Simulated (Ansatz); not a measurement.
# Stationary points along a deformation path in HfO2

The calculation used DFT PBE, scalar-relativistic, plane waves, PAW (Ansatz 0.2.0). Settings: plane waves to 420 eV, k-mesh 8×8×8 (Γ-centred), Gaussian smearing 0.05 eV. Spin–orbit coupling is left out, which matters for the heavy elements here. No spin polarisation. Energies are free energies at this smearing, counted from the undisturbed cell; pressure is positive in compression.

The undisturbed cell (as given, not relaxed at this level; it stands at -2.5 GPa; this fluorite-type form isn't the usual structure):

```xyz
3
Lattice="0.0000 2.5575 2.5575 2.5575 0.0000 2.5575 2.5575 2.5575 0.0000" Properties=species:S:1:pos:R:3 pbc="T T T"
Hf    0.0000    0.0000    0.0000
O     1.2788    1.2788    1.2788
O     3.8363    3.8363    3.8363
```

At fixed volume and fractional coordinates, lengths along (0.000, 0.000, 1.000) are scaled against those across it; ρ is that ratio over its starting value. V = 11.152 Å³/atom. Δσ is the stress along the axis less the mean stress across it (compression positive).

| ρ | ΔE (meV/atom) | Δσ (GPa) | space group |
| --- | --- | --- | --- |
| 0.650 | 1542.8 | 94.93 | I4/mmm |
| 0.707 | 1194.4 | 103.70 | I4/mmm |
| 0.780 | 651.4 | 116.10 | I4/mmm |
| 0.850 | 273.7 | 73.51 | I4/mmm |
| 0.920 | 71.5 | 37.03 | I4/mmm |
| 0.960 | 17.1 | 18.08 | I4/mmm |
| 1.000 | 0.0 | 0.00 | Fm-3m |
| 1.050 | 24.7 | -21.90 | I4/mmm |
| 1.100 | 95.0 | -43.39 | I4/mmm |
| 1.200 | 354.9 | -85.87 | I4/mmm |
| 1.300 | 748.1 | -122.55 | I4/mmm |
| 1.414 | 1277.4 | -138.60 | I4/mmm |
| 1.500 | 1642.5 | -127.72 | I4/mmm |

Problem. How does the stress give the slope of the energy, and where is the energy stationary?

Solution. Along the path d ln(length) is 2/3 d ln ρ on the axis and −1/3 d ln ρ across it, so dE/d ln ρ = −(2/3) V Δσ: the energy falls with ρ where Δσ is positive. Δσ vanishes or changes sign at ρ = 1.000 (Fm-3m), a minimum at 0.0 meV/atom. Pairs of stationary points between two samples would go unseen, and could change a minimum read from distant neighbours into a maximum. At ρ = 1.000 the cell is cubic, where symmetry alone makes the stress isotropic and the slope zero.

Problem. Which shear constant sets the curvature at ρ = 1?

Solution. For a cubic crystal E/V = (2/3) C (ln ρ)² with C = C′ = (C11 − C12)/2, so Δσ = −2C ln ρ. The parabola of Δσ against ln ρ through ρ = 0.960, 1 and 1.050 gives C ≈ 223 GPa with the ions clamped, rough because the steps are large. It is the stress–strain coefficient at this cell's pressure of -2.5 GPa, not the zero-pressure constant.

Problem. Integrate that slope from ρ = 1 to 1.200 by the trapezoid rule.

Solution. With V/N in Å³ and 1 eV/Å³ = 160.2 GPa the slopes at ρ = 1.000, 1.050, 1.100, 1.200 are 0, 1016, 2014, 3985 meV/atom per unit of ln ρ. The steps add 24.8 + 70.5 + 261.0 = 356.2 meV/atom, against 354.9 from the energies; the trapezoid rule misses the curvature of the slope within each step.

The gap closes along the scan, which can put kinks into the curve.